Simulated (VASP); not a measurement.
**Te: single point with r2SCAN**

Te:

```
Te
1.0
     3.26877    0.00000    0.00000
     0.00000    3.26877    0.00000
     0.00000    0.00000    3.26877
Te
1
Direct
  0.00000 0.00000 0.00000
```

The cell was built by a generator and needn't be a form met in nature.

| Item | Value |
| --- | --- |
| Program | VASP 6.6.1 |
| Task | single point |
| Functional | r2SCAN |
| Potentials or basis | VASP PAW PBE potentials, release 64 (Te) |
| Cutoff | 520 eV |
| k mesh | 6 × 6 × 6 |
| Occupations | gaussian, width 0.1 eV |
| Spin | no spin polarisation |

```yaml
Pressure: -3.7 GPa
Band_gap_on_the_k_mesh: none (metal or under the smearing width)
```

Levels at points of the mesh, in eV from the Fermi level:
| k point | band 1 | band 2 | band 3 | band 4 | band 5 | band 6 | band 7 | band 8 |
| --- | --- | --- | --- | --- | --- | --- | --- | --- |
| (0.00, 0.00, 0.00) | -13.72 | 1.14 | 1.14 | 1.14 | 6.46 | 6.46 | 6.93 | 17.75 |
| (0.50, 0.00, 0.00) | -12.10 | -5.76 | 2.42 | 2.42 | 8.12 | 9.81 | 10.21 | 11.03 |
| (0.50, 0.50, 0.00) | -10.43 | -4.31 | -4.31 | 2.79 | 3.64 | 11.05 | 12.75 | 12.75 |
| (0.50, 0.50, 0.50) | -8.66 | -2.98 | -2.98 | -2.98 | 5.03 | 5.03 | 5.03 | 7.88 |

Run time: 15 s on 1 thread of Intel(R) Xeon(R) Platinum 8488C (Sapphire Rapids), with other jobs on the host, peak memory 0.13 GiB.

Caveat: the PAW data sets were made with another functional, which shifts forces and pressure a little. The run has no spin-orbit coupling, so splittings on Te are missing.
